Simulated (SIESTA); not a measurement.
HfC:

```
Hf C
1.0
     0.00000    2.32500    2.32500
     2.32500    0.00000    2.32500
     2.32500    2.32500    0.00000
Hf C
1 1
Direct
  0.50000 0.50000 0.50000
  0.00000 0.00000 0.00000
```

Program: SIESTA 5.4.2. Alike in all runs: task band structure; no spin polarisation; cell as given; k mesh 10 × 10 × 10; smearing fermi-dirac 0.05 eV; grid cutoff 800 Ry; energy shift 0.003 Ry.

Problem. Order these runs on this cell by their pressure, lowest first.
A. level AM05; potentials or basis PseudoDojo 0.4 standard (PBEsol files), DZP (energy shift 0.003 Ry; two zetas on semicore shells)
B. level BLYP; potentials or basis PseudoDojo 0.4 standard (PBE files), DZP (energy shift 0.003 Ry; two zetas on semicore shells)
C. level vdW-DF-cx; potentials or basis PseudoDojo 0.4 standard (PBE files), DZP (energy shift 0.003 Ry; two zetas on semicore shells)

Solution. A (-4.2 GPa), C (-1.8 GPa), B (10.4 GPa).

Caveats: short orbitals over semicore shells can move pressures by several GPa; the potentials were made for another functional, which shifts forces and pressure; the basis of atomic orbitals isn't converged, which shifts pressures, moduli and gaps.

Runs at the PBE level aren't shown here.
